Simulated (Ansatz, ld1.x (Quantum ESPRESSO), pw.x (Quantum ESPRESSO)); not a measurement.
## What a changed setting does to a pw.x run (bcc Bi)

Potential: ultrasoft, ld1.x (Quantum ESPRESSO) 7.5, PBE; core [Kr] 4d10 4f14, reference 5s2 5p6 5d10 6s2 6p3; waves: 5s (bound): rcut 1.35, rcutus 1.65 bohr; 6s (bound): rcut 1.35, rcutus 1.65 bohr; 5p (bound): rcut 1.45, rcutus 1.80 bohr; 6p (bound): rcut 1.45, rcutus 1.80 bohr; 5d (bound): rcut 1.55, rcutus 1.95 bohr; 5d channel at -1.4 Ry: rcut 1.55, rcutus 1.95 bohr; local part: all-electron potential smoothed inside 1.85 bohr (lloc = -1); core correction: a·sin(br)/r model core inside 0.90 bohr; augmentation: PSQ, radius 1.20 bohr.

The reference run (k-mesh 12³, cutoffs 85/680 Ry, Fermi–Dirac 0.01 Ry, mixing_beta 0.4, conv_thr 1e-9, no spin) gives -0.60 GPa at 31.675 Å³/atom, where all-electron LAPW gives -0.19 GPa. This run, with its own iteration cap, changes smearing to mp.

```
&control
  calculation='scf', prefix='x', pseudo_dir='./', outdir='./tmp', tstress=.true., disk_io='none'
/
&system
  ibrav=0, nat=1, ntyp=1, ecutwfc=85, ecutrho=680, nbnd=20,
  occupations='smearing', smearing='mp', degauss=0.01
/
&electrons
  conv_thr=1e-09, mixing_beta=0.4, electron_maxstep=50
/
ATOMIC_SPECIES
Bi 1.0 Bi.UPF
CELL_PARAMETERS angstrom
  -1.99320611 1.99320611 1.99320611
  1.99320611 -1.99320611 1.99320611
  1.99320611 1.99320611 -1.99320611
ATOMIC_POSITIONS crystal
Bi 0.0000 0.0000 0.0000
K_POINTS automatic
12 12 12 0 0 0
```

```bash
pw.x < Bi.scf.in > Bi.scf.out
```

Task: How does the run end?

Result: It converges in 8 iterations; the free energy moves by +18.2 meV/atom and the pressure by -0.13 GPa. This scheme is built to cancel the term in the square of the width that Fermi–Dirac smearing leaves in the F of a metal.

```
Message from routine setup:
     using ibrav=0 with symmetry is DISCOURAGED, use correct ibrav instead
     lattice parameter (alat)  =       6.5240  a.u.
     unit-cell volume          =     213.7535 (a.u.)^3
     number of electrons       =        23.00
     number of Kohn-Sham states=           20
     kinetic-energy cutoff     =      85.0000  Ry
     charge density cutoff     =     680.0000  Ry
     scf convergence threshold =      1.0E-09
     Exchange-correlation= PBE
     number of k points=    72  Methfessel-Paxton smearing, width (Ry)=  0.0100
     iteration #  1     ecut=    85.00 Ry     beta= 0.40
     total energy              =    -439.23557717 Ry
     estimated scf accuracy    <       0.01086901 Ry
     iteration #  2     ecut=    85.00 Ry     beta= 0.40
     total energy              =    -439.23735984 Ry
     estimated scf accuracy    <       0.01168908 Ry
     iteration #  3     ecut=    85.00 Ry     beta= 0.40
     total energy              =    -439.23876518 Ry
     estimated scf accuracy    <       0.00016989 Ry
     [... 2 iterations left out ...]
     iteration #  6     ecut=    85.00 Ry     beta= 0.40
     total energy              =    -439.23878025 Ry
     estimated scf accuracy    <       0.00000010 Ry
     iteration #  7     ecut=    85.00 Ry     beta= 0.40
     total energy              =    -439.23878026 Ry
     estimated scf accuracy    <          1.6E-09 Ry
     iteration #  8     ecut=    85.00 Ry     beta= 0.40
     the Fermi energy is    13.4960 ev
!    total energy              =    -439.23878026 Ry
     estimated scf accuracy    <          8.4E-11 Ry
     smearing contrib. (-TS)   =      -0.00008160 Ry
     The total energy is F=E-TS. E is the sum of the following terms:
     one-electron contribution =    -266.63926867 Ry
     hartree contribution      =     127.19273507 Ry
     xc contribution           =     -44.23708699 Ry
     ewald contribution        =    -255.55507807 Ry
     convergence has been achieved in   8 iterations
          total   stress  (Ry/bohr**3)                   (kbar)     P=       -7.35
     Message from routine punch:
     Nothing written, as per user request (disk_io='none')
```

The run took about 51 s on one core of a shared host (Neoverse-V2, 32 threads, 247 GiB, load 26).
